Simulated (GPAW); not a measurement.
The system is BAs.

```
As B
1.0
     0.00000    2.38850    2.38850
     2.38850    0.00000    2.38850
     2.38850    2.38850    0.00000
As B
1 1
Direct
  0.75000 0.75000 0.75000
  0.00000 0.00000 0.00000
```

Base run:

```yaml
Program: GPAW 26.7.0
Functional: WC
Potentials_or_basis: PAW data sets generated in the run's folder for this functional
Cutoff: 800 eV
Basis: pw
k_mesh: 10 × 10 × 10
Occupations: fermi-dirac, width 0.05 eV
Spin: no spin polarisation
```

Its results: band gap on the k mesh 1.10 eV, indirect (least direct gap 3.27 eV); pressure -0.1 GPa.

The run is repeated on the same cell with these changes: functional from WC to r2SCAN; potentials or basis from PAW data sets generated in the run's folder for this functional to GPAW PAW data sets (gpaw-data 1.2.1). What comes out?

Band gap on the k mesh 1.37 eV, indirect (least direct gap 3.46 eV); pressure 0.8 GPa.

Caveats: the PAW data sets were made with another functional, which shifts forces and pressure a little (some runs).

Not every run made on this cell is shown here.
